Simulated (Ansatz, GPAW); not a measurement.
This is a calculation of AlPt for GPAW 26.7.0 (ASE script). The cell is a database's computed one, not the measured one.

File run.py:

```python
from ase.dft.bandgap import bandgap
from ase.io import read, write
from ase.units import Bohr, GPa
from gpaw import GPAW, PW, setup_paths
from gpaw.elf import elf_from_dft_calculation

setup_paths.insert(0, '.')

atoms = read('POSCAR')

calc = GPAW(mode=PW(600),
            xc='PBEsol',
            kpts={'size': (5, 5, 5), 'gamma': True},
            occupations={'name': 'fermi-dirac', 'width': 0.05},
            nbands=66,
            convergence={'density': 1e-05, 'energy': 1e-05},
            maxiter=150,
            txt='gpaw.txt')
atoms.calc = calc
energy = atoms.get_potential_energy()
forces = atoms.get_forces()
stress = atoms.get_stress()
calc.write('gs.gpw')
write('result.traj', atoms)
print(f'Energy: {energy:.6f} eV')
print('Forces (eV/A):')
print(forces.round(4))
print('Stress (GPa):', (stress / GPa).round(3))
print('Fermi level:', round(calc.get_fermi_level(), 4), 'eV')
print(f'Gap: {bandgap(calc)[0]:.4f} eV, direct: {bandgap(calc, direct=True)[0]:.4f} eV')

# fields on the real-space grid
write('density.cube', atoms, data=calc.get_pseudo_density() * Bohr**3)
write('potential.cube', atoms, data=calc.get_electrostatic_potential())
write('elf.cube', atoms, data=elf_from_dft_calculation(calc).data)
```

Contents of POSCAR:

```
AlPt
1.0
    4.8789320700      0.0000000000      0.0000000000
    0.0000000000      4.8789320700      0.0000000000
    0.0000000000      0.0000000000      4.8789320700
Pt Al
4 4
Direct
    0.8449369400      0.6550630600      0.3449369400
    0.6550630600      0.3449369400      0.8449369400
    0.3449369400      0.8449369400      0.6550630600
    0.1550630600      0.1550630600      0.1550630600
    0.1559679000      0.3440321000      0.6559679000
    0.3440321000      0.6559679000      0.1559679000
    0.6559679000      0.1559679000      0.3440321000
    0.8440321000      0.8440321000      0.8440321000
```

Potentials or basis: PAW data sets generated in the run's folder for this functional, pw.

The run is started by

```bash
$ gpaw-setup -f PBEsol Al Pt
$ OMP_NUM_THREADS=1 python run.py
```

Question: What does the same run look like in Ansatz 0.2.0? Potentials or basis there: Ansatz PAW, cutoff 420 eV.

Answer: As run (cutoffs and basis follow the program's own potentials, and thresholds, step limits or extra output files can differ):

File input.yaml:

```yaml
crystal:
  lattice:
    - [4.87893207, 0.0, 0.0]
    - [0.0, 4.87893207, 0.0]
    - [0.0, 0.0, 4.87893207]
  atoms:
    - { symbol: Pt, position: [0.84493694, 0.65506306, 0.34493694] }
    - { symbol: Pt, position: [0.65506306, 0.34493694, 0.84493694] }
    - { symbol: Pt, position: [0.34493694, 0.84493694, 0.65506306] }
    - { symbol: Pt, position: [0.15506306, 0.15506306, 0.15506306] }
    - { symbol: Al, position: [0.1559679, 0.3440321, 0.6559679] }
    - { symbol: Al, position: [0.3440321, 0.6559679, 0.1559679] }
    - { symbol: Al, position: [0.6559679, 0.1559679, 0.3440321] }
    - { symbol: Al, position: [0.8440321, 0.8440321, 0.8440321] }
hamiltonian:
  xc: pbesol
  pseudopotentials: { kind: paw }
kpoints:
  mp_grid: { grid: [5, 5, 5] }
scf:
  occupations: { method: fermi_dirac, width: 0.05 }
output:
  forces: true
  stress: true
  eigenvalues: true
```

Potentials or basis: Ansatz PAW.

Launch:

```sh
$ ansatz run input.yaml --threads 4 --pin off --max-ram 11264MiB --backend cpu --events-out ev --progress --plain --runs-dir out
```

Both were run:

|  | GPAW | Ansatz |
| --- | --- | --- |
| Pressure | -0.6 GPa | -1.2 GPa |
| Largest force | 0.078 eV/Å | 0.053 eV/Å |

Ansatz's pressure holds a Pulay term of +0.06 GPa for its cutoff of 420 eV, which the other run lacks.

The potentials hold 76 and 84 valence electrons a cell.

Ansatz's potentials were made for PBE.

Where Ansatz's input types no cutoff or centring, it takes its own default and a Γ-centred mesh.

Pressure is positive in compression.
